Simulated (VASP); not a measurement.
Runs of VASP 6.6.1 on HfC. The structure is cubic, space group Fm-3m (No. 225). Conventional cell: a = 4.650 Å, b = 4.650 Å, c = 4.650 Å, α = 90.00°, β = 90.00°, γ = 90.00°. Around Hf (site symmetry m-3m) lie 6 C at 2.33 Å. C (site symmetry m-3m) has 6 Hf at 2.33 Å as nearest neighbours. 

```tsv
task	level	potentials or basis	U	cell	k mesh	cutoff (eV)	smearing	LDAUTYPE	hund's J	k-point spacing	optimiser	other keys	gap on the mesh (eV)	pressure (GPa)	relaxed volume (Å³/atom)
single point	RPBE	VASP PAW PBE potentials, release 64 (Hf_pv, C)	-	as given	10 × 10 × 10	520	gaussian 0.02 eV	-	-	-	-	-	none	3.5	-
single point	RPBE	VASP PAW PBE potentials, release 64 (Hf_pv, C)	-	as given	10 × 10 × 10	520	gaussian 0.1 eV	-	-	-	-	-	none	3.5	-
single point	PBE	VASP PAW PBE potentials, release 54 (Hf_pv, C)	-	as given	10 × 10 × 10	520	gaussian 0.05 eV	-	-	-	-	-	none	(a)	-
relaxation of cell and atoms	PBEsol+U	VASP PAW PBE potentials, release 64 (Hf_pv, C_h)	Hf d U = 3 eV, J = 0.5 eV	relaxed	-	980	tetrahedron	1	0.5	0.2	BFGS	KSPACING = 0.2	none	-0.1	12.67
relaxation of cell and atoms	PBEsol	VASP PAW PBE potentials, release 64 (Hf, C)	-	relaxed from: atoms moved at random, drawn with an rms of 0.15 Å	10 × 10 × 10	580	gaussian 0.05 eV	-	-	-	-	-	none	0.0	12.24
electron localisation function	r2SCAN+D3(BJ)	VASP PAW PBE potentials, release 64 (Hf_pv, C)	-	as given	10 × 10 × 10	520	gaussian 0.05 eV	-	-	-	-	AMIX = 0.2; BMIX = 0.0001; AMIX_MAG = 0.8; BMIX_MAG = 0.0001; …	none	-4.7	-
```

Alike in all rows: no spin polarisation.

Problem. Estimate the missing entries.

Solution. (a) -0.4.

Caveats: the PAW data sets were made with another functional, which shifts forces and pressure a little (some runs); U without spin polarisation on a metal has little footing (some runs); the U is typed as a test and isn't derived for this compound (some runs); tetrahedron occupations give inexact forces and stress in metals (some runs); pairwise dispersion overbinds metals, which lowers pressure and volume (some runs).

A k mesh can miss the band edges, and the runs leave out spin-orbit coupling on Hf.

A gap of «none» marks a metal or a gap under the smearing width.

The runs don't all hold the same shells in valence.
